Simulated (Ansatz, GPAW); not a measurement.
Given: the input of a run of Ansatz 0.2.0 on PtSe2 (Sudovikovite). Atoms were shifted at random by some hundredths of an Å from the given cell, which wasn't relaxed again for these runs. 

Contents of input.yaml:

```yaml
crystal:
  lattice:
    - [3.724, 0.0, 0.0]
    - [-1.862, 3.2250786037, 0.0]
    - [0.0, 0.0, 5.062]
  atoms:
    - { symbol: Pt, position: [0.011333, 0.022629, 0.006602] }
    - { symbol: Se, position: [0.650345, 0.331345, 0.740001] }
    - { symbol: Se, position: [0.332382, 0.655127, 0.246311] }
hamiltonian:
  xc: pbesol
  pseudopotentials: { kind: paw }
kpoints:
  mp_grid: { grid: [8, 8, 5] }
scf:
  occupations: { method: fermi_dirac, width: 0.05 }
output:
  forces: true
  stress: true
  eigenvalues: true
```

Potentials or basis: Ansatz PAW.

Run with:

```bash
$ ansatz run input.yaml --threads 1 --pin off --max-ram 3584MiB --backend cpu --events-out ev --progress --plain --runs-dir out
```

Task: What does the same run look like in GPAW 26.7.0 (ASE script)? Potentials or basis there: PAW data sets generated for this functional, cutoff 600 eV.

Result: As run (cutoffs and basis follow the program's own potentials, and thresholds, step limits or extra output files can differ):

File run.py:

```python
from ase import Atoms
from ase.dft.bandgap import bandgap
from ase.io import write
from ase.units import GPa
from gpaw import GPAW, PW, setup_paths

setup_paths.insert(0, '.')

atoms = Atoms(['Pt', 'Se', 'Se'],
              cell=[[3.724, 0.0, 0.0],
                    [-1.862, 3.2250786037, 0.0],
                    [0.0, 0.0, 5.062]],
              scaled_positions=[[0.011333, 0.022629, 0.006602],
                                [0.650345, 0.331345, 0.740001],
                                [0.332382, 0.655127, 0.246311]],
              pbc=True)

calc = GPAW(mode=PW(600),
            xc='PBEsol',
            kpts={'size': (8, 8, 5), 'gamma': True},
            occupations={'name': 'fermi-dirac', 'width': 0.05},
            nbands=26,
            convergence={'density': 1e-05, 'energy': 1e-05},
            maxiter=150,
            txt='gpaw.txt')
atoms.calc = calc
energy = atoms.get_potential_energy()
forces = atoms.get_forces()
stress = atoms.get_stress()
calc.write('gs.gpw')
write('result.traj', atoms)
print(f'Energy: {energy:.6f} eV')
print('Forces (eV/A):')
print(forces.round(4))
print('Stress (GPa):', (stress / GPa).round(3))
print('Fermi level:', round(calc.get_fermi_level(), 4), 'eV')
print(f'Gap: {bandgap(calc)[0]:.4f} eV, direct: {bandgap(calc, direct=True)[0]:.4f} eV')
```

Potentials or basis: PAW data sets generated in the run's folder for this functional, pw.

Command:

```bash
$ gpaw-setup -f PBEsol Pt Se
$ OMP_NUM_THREADS=1 python run.py
```

Both were run:

|  | Ansatz | GPAW |
| --- | --- | --- |
| Pressure | 2.0 GPa | 2.1 GPa |
| Largest force | 1.962 eV/Å | 1.956 eV/Å |
| Energy over the undisturbed cell | 39.9 meV/atom | 39.4 meV/atom |

Ansatz's pressure holds a Pulay term of +0.03 GPa for its cutoff of 420 eV, which the other run lacks.

The potentials hold 50 and 28 valence electrons a cell.

Ansatz's potentials were made for PBE.

Where Ansatz's input types no cutoff or centring, it takes its own default and a Γ-centred mesh.

Pressure is positive in compression.
